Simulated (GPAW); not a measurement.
# TiO2 (P4_2/mnm) in GPAW: band structure with PBE

Aim: the band structure of TiO2 with PBE.

Program: GPAW 26.7.0. These are calculated values, not measurements. Logs are shortened: lines on timing, memory, paths and dates and some standing lists are left out, and cuts for length are marked. The log counts tension as positive stress, the text compression.

**What was measured.**

“Shallow Valence Band of Rutile GeO2 and P-type Doping”, 2020, arxiv:2011.08928 quotes, for a bulk crystal of TiO2 at 1.6 K: band gap 3.03 eV (direct).

The runs below are set against these values where they give the same quantity.

### Step 1. The crystal as given

It takes space group P4_2/mnm (No. 136, tetragonal). The conventional cell has a = 4.600 Å, b = 4.600 Å, c = 2.959 Å, α = 90.00°, β = 90.00°, γ = 90.00°. Around Ti (site symmetry mmm) lie 6 O at 1.95 to 1.98 Å. O (site symmetry m2m) is surrounded by 3 Ti at 1.95 to 1.98 Å.

The cell is a database's computed one.

### Step 2. Band structure, PBE

run.py reads:

```python
from ase.dft.bandgap import bandgap
from ase.io import read, write
from ase.units import GPa
from gpaw import GPAW, PW, setup_paths

setup_paths.insert(0, '.')

atoms = read('POSCAR')

calc = GPAW(mode=PW(800),
            xc='PBE',
            kpts={'size': (4, 4, 6), 'gamma': True},
            occupations={'name': 'fermi-dirac', 'width': 0.05},
            nbands=43,
            convergence={'density': 1e-05, 'energy': 1e-05},
            maxiter=150,
            txt='gpaw.txt')
atoms.calc = calc
energy = atoms.get_potential_energy()
forces = atoms.get_forces()
stress = atoms.get_stress()
calc.write('gs.gpw')
write('result.traj', atoms)
print(f'Energy: {energy:.6f} eV')
print('Forces (eV/A):')
print(forces.round(4))
print('Stress (GPa):', (stress / GPa).round(3))
print('Fermi level:', round(calc.get_fermi_level(), 4), 'eV')
print(f'Gap: {bandgap(calc)[0]:.4f} eV, direct: {bandgap(calc, direct=True)[0]:.4f} eV')

path = atoms.cell.bandpath('GXMGZRAZ,XR,MA', npoints=100, eps=1e-4)
bs_calc = calc.fixed_density(kpts=path, symmetry='off', nbands=61,
                             convergence={'bands': 'CBM+6.0', 'eigenstates': 1e-6}, txt='bands.txt')
bs = bs_calc.band_structure()
bs.write('bs.json')
print(f'Gap on the path: {bandgap(bs_calc)[0]:.4f} eV')
```

POSCAR reads:

```
TiO2
1.0
    4.5998373239      0.0000000000      0.0000000000
    0.0000000000      4.5998373239      0.0000000000
    0.0000000000      0.0000000000      2.9592135600
Ti O
2 4
Direct
    0.0000000000      0.0000000000      0.5000000000
    0.5000000000      0.5000000000      0.0000000000
    0.3043213200      0.3043213200      0.5000000000
    0.1956786800      0.8043213200      0.0000000000
    0.8043213200      0.1956786800      0.0000000000
    0.6956786800      0.6956786800      0.5000000000
```

Potentials or basis: PAW data sets generated in the run's folder for this functional, pw.

The run is started by

```bash
> gpaw-setup -f PBE O Ti
> OMP_NUM_THREADS=1 python run.py
```

gpaw.txt:

```text
__  _  _
 | _ |_)|_||  |
 |__||  | ||/\| - 26.7.0

Input parameters:
  mode=PW(ecut=800.0),
  convergence={'density': 1e-05, 'energy': 1e-05},
  kpts=MonkhorstPack(size=(4, 4, 6), gamma=True),
  maxiter=150,
  nbands=43,
  occupations=Occupations(name='fermi-dirac', width=0.05),
  xc=XC(name='PBE')

Diagonalizing LCAO Hamiltonian
Converting LCAO to pw mode
    .----------.
   /|          |
  / |          |
 *  |      O   |
 |  .O---------.
 Ti/  O Ti    /
 |/       O  /
 *----------*

Atoms  # Å, Bohr magnetons
|   | symbol |        x |        y |        z |    initial magnetic moments |
|---|--------|----------|----------|----------|-----------------------------|
| 0 |     Ti | 0.000000 | 0.000000 | 1.479607 | ( 0.0000,  0.0000,  0.0000) |
| 1 |     Ti | 2.299919 | 2.299919 | 0.000000 | ( 0.0000,  0.0000,  0.0000) |
| 2 |      O | 1.399829 | 1.399829 | 1.479607 | ( 0.0000,  0.0000,  0.0000) |
| 3 |      O | 0.900090 | 3.699747 | 0.000000 | ( 0.0000,  0.0000,  0.0000) |
| 4 |      O | 3.699747 | 0.900090 | 0.000000 | ( 0.0000,  0.0000,  0.0000) |
| 5 |      O | 3.200009 | 3.200009 | 1.479607 | ( 0.0000,  0.0000,  0.0000) |

Unit cell  # Å
| periodic |        x |        y |        z |  lengths |    angles |
|----------|----------|----------|----------|----------|-----------|
|      yes | 4.599837 | 0.000000 | 0.000000 | 4.599837 | 90.000000 |
|      yes | 0.000000 | 4.599837 | 0.000000 | 4.599837 | 90.000000 |
|      yes | 0.000000 | 0.000000 | 2.959214 | 2.959214 | 90.000000 |

Number of symmetries: 8
Symmetry operations  # r_c * U_cc + t_c -> r_c
|   | kind |            matrix            |
|---|------|------------------------------|
| 0 |  E   |  1, 0, 0,  0, 1, 0,  0, 0, 1 |
| 1 |  σ   |  1, 0, 0,  0, 1, 0,  0, 0,-1 |
| 2 |  σ   |  0, 1, 0,  1, 0, 0,  0, 0, 1 |
| 3 |  C2  |  0, 1, 0,  1, 0, 0,  0, 0,-1 |
| 4 |  σ   |  0,-1, 0, -1, 0, 0,  0, 0, 1 |
| 5 |  C2  |  0,-1, 0, -1, 0, 0,  0, 0,-1 |
| 6 |  C2  | -1, 0, 0,  0,-1, 0,  0, 0, 1 |
| 7 |  i   | -1, 0, 0,  0,-1, 0,  0, 0,-1 |

BZ-sampling:
  Number of BZ points: 96
  Number of IBZ points: 28

  Monkhorst-Pack size: [4, 4, 6]
  Monkhorst-Pack shift: [0.125, 0.125, 0.08333333333333333]

K-points  # in reciprocal-cell coordinates
|     |                                coordinates |     weight |
|-----|--------------------------------------------|------------|
|   0 | (  0.00000000,   0.00000000,   0.00000000) | 0.01041667 |
|   1 | (  0.00000000,   0.00000000,   0.16666667) | 0.02083333 |
|   2 | (  0.00000000,   0.00000000,   0.33333333) | 0.02083333 |
|   3 | (  0.00000000,   0.00000000,   0.50000000) | 0.01041667 |
|   4 | (  0.25000000,  -0.25000000,   0.00000000) | 0.02083333 |
|   5 | (  0.25000000,  -0.25000000,   0.16666667) | 0.04166667 |
|   6 | (  0.25000000,  -0.25000000,   0.33333333) | 0.04166667 |
|   7 | (  0.25000000,  -0.25000000,   0.50000000) | 0.02083333 |
|   8 | (  0.25000000,   0.00000000,   0.00000000) | 0.04166667 |
|   9 | (  0.25000000,   0.00000000,   0.16666667) | 0.08333333 |
| ... |                                            |            |
|  27 | (  0.50000000,   0.50000000,   0.50000000) | 0.01041667 |

Plane wave coefficients: 3249
Cutoff: 800.0 eV

Spin-components: 1 (collinear spins)
Bands:           43
Projectors:      32
Spin-degeneracy: 2
Datatype:        complex128

Parallelization:
  kpt:    1
  domain: 1
  band:   1

Density:
  Valence electrons: 48.0
  Components: 1
  Grid points: [32 32 20]
  Charge: 0.0  # |e|

Potential:
  Grid points: [32 32 20]

species:
  Ti:
    name:    Titanium
    Z:       22.0
    valence: 12
    core:    10
    charge:  0.0  # [|e|]
    compensation charges:
      type: gauss
      rc: 0.38  # [Å]
      lmax: 2
    cutoffs:
      filter: 2.23  # [Å]
      core: 1.02  # [Å]
    projectors
    | kind |    occ | energy [eV] | rcut [Å] |
    |------|--------|-------------|----------|
    |   3s |  2.000 |     -62.623 |    1.270 |
    |   4s |  2.000 |      -4.466 |    1.270 |
    |   3p |  6.000 |     -38.862 |    1.058 |
    |   4p |  0.000 |      -1.467 |    1.058 |
    |   3d |  2.000 |      -4.258 |    1.058 |
    |    d |        |      22.953 |    1.058 |

    Using partial waves for Ti as LCAO basis

  O:
    name:    Oxygen
    Z:       8.0
    valence: 6
    core:    2
    charge:  0.0  # [|e|]
    compensation charges:
      type: gauss
      rc: 0.21  # [Å]
      lmax: 2
    cutoffs:
      filter: 1.17  # [Å]
      core: 0.83  # [Å]
    projectors
    | kind |    occ | energy [eV] | rcut [Å] |
    |------|--------|-------------|----------|
    |   2s |  2.000 |     -23.961 |    0.688 |
    |   2p |  4.000 |      -9.029 |    0.598 |
    |    s |        |       3.251 |    0.688 |
    |    p |        |      18.182 |    0.598 |
    |    d |        |       0.000 |    0.619 |

    Using partial waves for O as LCAO basis

Reference energy: -54611.439159  # eV

eigensolver:
  PPCG
  Converge bands: occupied
  niter=2

density mixing:
  MSR1-Mixer
  Pratt-step length: 0.05
  Maximum mixing coefficient: 0.75
  Old densities: 10
  SVD Regularization: 0.005
  Good broyden scale: 1.0
  Trust region scale: 1.0
  Backstep threshold: 4.0
  History deletion threshold: 6.0
  Fourier metric: weight=20.0, sigma=0.015

occupation numbers:
  Fermi-Dirac:
    width: 0.0500  # eV

poisson solver:
  ecut: 6400.0  # eV

xc functional:
  name: PBE with 2 nearest neighbor stencil

convergence criteria:
[... 6 lines left out ...]
|iter     | |      energy | eigst |  dens |
|---------|-|-------------|-------|-------|
|iter:   1| |  -61.494254 | +0.03 |       |
|iter:   2| |  -58.450855 | -1.81 | -0.78 |
|iter:   3| |  -52.867134 | -0.61 | -0.85 |
|iter:   4| |  -52.291969 | -1.76 | -1.28 |
|iter:   5| |  -52.253609 | -2.52 | -1.56 |
|iter:   6| |  -52.244485 | -3.47 | -1.96 |
|iter:   7| |  -52.244355 | -4.63 | -2.89 |
|iter:   8| |  -52.244398c| -5.64 | -3.41 |
|iter:   9| |  -52.244372c| -6.34 | -3.57 |
|iter:  10| |  -52.244372c| -7.19 | -4.07 |
|iter:  11| |  -52.244373c| -7.43c| -4.72 |
|iter:  12| |  -52.244372c| -7.83c| -4.96 |
|iter:  13| |  -52.244372c| -8.40c| -5.23c|

Converged in 13 steps
Energy contributions relative to reference atoms: (reference = -54611.439159)

Energy contributions:
  Kinetic:          60.056843
  Coulomb:         -69.757172
  Zero:              1.297127
  External:          0.000000
  Xc:              -43.841170
  Entropy:          -0.000000
  Spinorbit:         0.000000
  ----------------------------
  Free energy:     -52.244372
  Extrapolated:    -52.244372

dipole moment: (-14.836980, -14.836980, -26.139394)  # |e|*Ang

Fermi level: 6.512
Eigenvalues  # (at kpt = [0.000, 0.000, 0.000])
| band index |      eig [eV] | occ [0-2] |
|------------|---------------|-----------|
|          0 |       -51.265 |     2.000 |
|        ... |               |           |
|         16 |         1.815 |     2.000 |
|         17 |         3.058 |     2.000 |
|         18 |         3.058 |     2.000 |
|         19 |         3.629 |     2.000 |
|         20 |         4.905 |     2.000 |
|         21 |         5.158 |     2.000 |
[... 8 lines left out ...]
|         30 |        10.184 |     0.000 |
|         31 |        12.202 |     0.000 |
|        ... |               |           |
|         42 |        25.041 |     0.000 |

Gap: 1.873 eV
Transition (v -> c):
  (s=0, k=0, n=23, [0.00, 0.00, 0.00]) -> (s=0, k=0, n=24, [0.00, 0.00, 0.00])
No difference between direct/indirect transitions

Forces  # eV/Ang
|        x |        y |       z |
|----------|----------|---------|
|  0.00000 |  0.00000 | 0.00000 |  # Ti   0
|  0.00000 |  0.00000 | 0.00000 |  # Ti   1
| -0.01998 | -0.01998 | 0.00000 |  # O    2
|  0.01991 | -0.01991 | 0.00000 |  # O    3
| -0.01991 |  0.01991 | 0.00000 |  # O    4
|  0.01998 |  0.01998 | 0.00000 |  # O    5

Stress tensor  # eV/Ang^3
|         x |         y |         z |
|-----------|-----------|-----------|
| -0.033829 |  0.000000 |  0.000000 |
|  0.000000 | -0.033829 |  0.000000 |
|  0.000000 |  0.000000 | -0.032303 |

# Writing to gs.gpw (mode='')
```

It took 3.6 min on 1 thread of Arm Neoverse V1, shared host; peak memory 0.7 GiB.

What came out:

```
Free energy             : -52.2444 eV
Pressure                : 5.3 GPa
Largest force           : 0.028 eV/Å
Band gap on the k mesh  : 1.87 eV, direct
Band gap along the path : 1.87 eV, direct
```

Forces on the atoms (eV/Å):
```
Ti   0.000  0.000  0.000
Ti   0.000  0.000  0.000
O   -0.020 -0.020  0.000
O    0.020 -0.020  0.000
O   -0.020  0.020  0.000
O    0.020  0.020  0.000
```

Levels at the corners of the path, in eV from the valence-band top:
| point | band 20 | band 21 | band 22 | band 23 | band 24 | band 25 | band 26 | band 27 | band 28 | band 29 |
| --- | --- | --- | --- | --- | --- | --- | --- | --- | --- | --- |
| Γ | -1.99 | -0.71 | -0.46 | -0.46 | 0.00 | 1.87 | 2.16 | 2.41 | 2.50 | 2.50 |
| X | -3.05 | -1.64 | -1.64 | -0.74 | -0.74 | 2.54 | 2.54 | 3.03 | 3.03 | 3.56 |
| M | -2.18 | -1.31 | -1.31 | -1.08 | -1.08 | 1.91 | 1.91 | 2.53 | 2.53 | 3.83 |
| Γ | -1.99 | -0.71 | -0.46 | -0.46 | 0.00 | 1.87 | 2.16 | 2.41 | 2.50 | 2.50 |
| Z | -2.76 | -2.36 | -2.36 | -1.43 | -1.43 | 2.98 | 2.98 | 3.18 | 3.18 | 3.66 |
| R | -2.38 | -2.03 | -2.03 | -1.04 | -1.04 | 1.92 | 1.92 | 3.21 | 3.21 | 3.91 |
| A | -2.73 | -1.29 | -1.29 | -0.67 | -0.67 | 2.60 | 2.60 | 3.21 | 3.21 | 3.23 |
| Z | -2.76 | -2.36 | -2.36 | -1.43 | -1.43 | 2.98 | 2.98 | 3.18 | 3.18 | 3.66 |
| X | -3.05 | -1.64 | -1.64 | -0.74 | -0.74 | 2.54 | 2.54 | 3.03 | 3.03 | 3.56 |
| R | -2.38 | -2.03 | -2.03 | -1.04 | -1.04 | 1.92 | 1.92 | 3.21 | 3.21 | 3.91 |
| M | -2.18 | -1.31 | -1.31 | -1.08 | -1.08 | 1.91 | 1.91 | 2.53 | 2.53 | 3.83 |
| A | -2.73 | -1.29 | -1.29 | -0.67 | -0.67 | 2.60 | 2.60 | 3.21 | 3.21 | 3.23 |

Caveat: the k mesh is coarse.

### Step 3. Against experiment

Step 2. Measured gap of TiO2: 3.03 eV (direct; 1.6 K; quoted in “Shallow Valence Band of Rutile GeO2 and P-type Doping”, 2020, arxiv:2011.08928). This calculation gives 1.87 eV (-1.16 eV). 2 values of this kind are on record in papers (3.03 to 3.05 eV); this one was drawn at random among those near their median. The value is that of PBE, without temperature or zero-point motion. Semilocal functionals fall short of measured gaps as a rule. The cell is a database's relaxed one, not the measured one, which moves gaps too.
